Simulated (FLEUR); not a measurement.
SnO:

```
Sn O
1.0
     3.81370    0.00000    0.00000
     0.00000    3.81370    0.00000
     0.00000    0.00000    4.88691
Sn O
2 2
Cartesian
  1.9068 0.0000 3.7367
  0.0000 1.9068 1.1503
  0.0000 0.0000 0.0000
  1.9068 1.9068 0.0000
```

The cell is a database's computed one.

Base run:

| Property | Result |
| --- | --- |
| Program | FLEUR MaX-R8.1 (later development tree) |
| Functional | PBE |
| Potentials or basis | all-electron |
| Basis | FLAPW |
| Kmax | 4.44 1/bohr |
| k mesh | 7 × 7 × 6 |
| Occupations | fermi-dirac, width 0.05 eV |
| Spin | no spin polarisation |

Its results: band gap on the k mesh 0.37 eV, indirect (least direct gap 2.08 eV).

Problem. The run is repeated on the same cell with these changes: functional from PBE to RPBE. What comes out?

Solution. Band gap on the k mesh 0.31 eV, indirect (least direct gap 2.10 eV).

Caveats: spin-orbit coupling is left out, which moves the levels of the heavy elements; the mesh misses the band edges, which the band path finds closer together.

Not every run made on this cell is shown here.
